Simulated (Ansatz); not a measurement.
A calculation with Ansatz 0.2.0 of SnTe (ASE script, Cartesian positions):

run.py

```python
import json

import ase.io
import numpy as np

import ansatz as az

atoms = ase.io.read("SnTe.xyz")
atoms.set_initial_magnetic_moments([0.5, 0.0])

calculation = (
    az.Crystal.from_ase(atoms)
    .calculation()
    .kpoints(7, 7, 7)
    .functional("r2scan", dispersion="rvv10")
    .pseudopotentials(kind="paw")
    .spin("collinear")
    .occupations(method="gaussian", width=0.02)
    .density()
    .potential()
    .output_files(volumetric_format="npy")
    .electron_localization_function()
    .forces()
    .stress()
    .band_table(publish=True)
)
outcome = calculation.run(threads=2, events_out="events.jsonl")

report = outcome.report
for line in open("events.jsonl"):
    event = json.loads(line)
    if event["event"] == "scf_iter":
        d = event["data"]
        print(f"SCF {d['iter']:3d}  HF = {d['harris_foulkes_ev']:.6f} eV  dr2 = {d['dr2_ev']:.2e} eV")
    elif event["event"] in ("relax_step", "md_step"):
        d = event["data"]
        print(f"{event['event']} {d['step']:3d}  E = {d['lagrangian_ev']:.6f} eV")
np.set_printoptions(precision=5, suppress=True, linewidth=110)
print("converged:", report["converged"], "after", report["n_iterations"], "iterations")
print(f"free energy {report['free_energy_ev']:.6f} eV, Fermi level {report['fermi_energy_ev']:.4f} eV")
for key in ("band_edges_ev", "magnetization_mub", "site_moments_mub", "site_moments_nc_mub", "forces_ev_ang",
                "stress_gpa"):
    if report.get(key) is not None:
        print(key, np.array(report[key]), sep="\n")
```

Contents of SnTe.xyz:

```xyz
2
Lattice="0.0000000000 3.1082657258 3.1082657258 3.1082657258 0.0000000000 3.1082657258 3.1082657258 3.1082657258 0.0000000000" Properties=species:S:1:pos:R:3 pbc="T T T"
Te     3.1082657258      3.1082657258      3.1082657258
Sn     0.0000000000      0.0000000000      0.0000000000
```

Potentials or basis: Ansatz PAW.

Launch:

```sh
$ python run.py
```

The cell isn't the ideal one: volume scaled by 0.96.

Task: Write the same calculation in another form: native input, structure typed inline.

Result: As run:

File input.yaml:

```yaml
crystal:
  lattice:
    - [0.0, 3.1082657258, 3.1082657258]
    - [3.1082657258, 0.0, 3.1082657258]
    - [3.1082657258, 3.1082657258, 0.0]
  atoms:
    - { symbol: Te, position: [0.5, 0.5, 0.5], spin: 0.5 }
    - { symbol: Sn, position: [0.0, 0.0, 0.0] }
hamiltonian:
  xc: r2scan
  pseudopotentials: { kind: paw }
  dispersion: rvv10
magnetization:
  spin_polarized: true
kpoints:
  mp_grid: { grid: [7, 7, 7] }
scf:
  occupations: { method: gaussian, width: 0.02 }
output:
  forces: true
  stress: true
  eigenvalues: true
  write_density: true
  write_potential: true
  elf: true
  volumetric_format: npy
```

Potentials or basis: Ansatz PAW.

Run with:

```bash
$ ansatz run input.yaml --threads 2 --pin off --max-ram 5120MiB --backend cpu --events-out ev --progress --plain --runs-dir out
```

Both were run:

|  | ASE script, Cartesian positions | native input, structure typed inline |
| --- | --- | --- |
| Pressure | 2.8 GPa | 2.8 GPa |
| Net moment | 0.00 μB per cell | 0.00 μB per cell |
| Absolute moment | 0.00 μB per cell | 0.00 μB per cell |

Keys that steer only the numerical path or the files written may differ.

Caveat: this odd mesh misses L, where the gap lies, so gap, dielectric constants and Born charges aren't listed; the PAW data sets come from PBE, with cores solved anew for the run's functional, which leaves a small shift of forces and pressure; the starting moments weren't kept.
